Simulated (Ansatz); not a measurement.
Crystal: Se.

```xyz
3
Lattice="4.3552 0.0000 0.0000 -2.1776 3.7717 0.0000 0.0000 0.0000 4.9494" Properties=species:S:1:pos:R:3 pbc="T T T"
Se    1.7050    2.9532    2.4747
Se   -0.4725    0.8185    4.1245
Se    0.9451    0.0000    0.8249
```

| Property | Result |
| --- | --- |
| Program | Ansatz 0.2.0 |
| Task | relaxation of cell and atoms |
| Functional | PBE |
| Potentials or basis | Ansatz PAW |
| Cutoff | 420 eV (not typed: the program's choice for these potentials) |
| k mesh | 7 × 7 × 6 |
| Occupations | fermi-dirac, width 0.05 eV |
| Spin | no spin polarisation |

At the start: volume 27.10 Å³/atom.

**Question.** How do energy, volume and symmetry change on relaxing?

**Answer.** It ends after 5 steps and the volume is 29.77 Å³/atom (+9.8 %); space group P3_221 (No. 154, to 0.05 Å).

Step by step:
```csv
step,energy change (eV),largest force (eV/Å),volume (Å³)
1,0.0000,1.1435,81.30
2,-0.1306,0.0467,90.10
3,-0.1322,0.0255,89.18
4,-0.1323,0.0037,89.30
5,-0.1327,0.0040,89.30
```

Final structure:
```
Se
1.0
     4.52022    0.00000    0.00000
    -2.26011    3.91463    0.00000
     0.00000    0.00000    5.04638
Se
3
Direct
  0.78110 0.78110 0.50000
  0.00000 0.21890 0.83333
  0.21890 0.00000 0.16667
```

Caveat: the plane-wave basis is chosen anew once the cell has moved, so the energies of steps on either side of that aren't comparable.
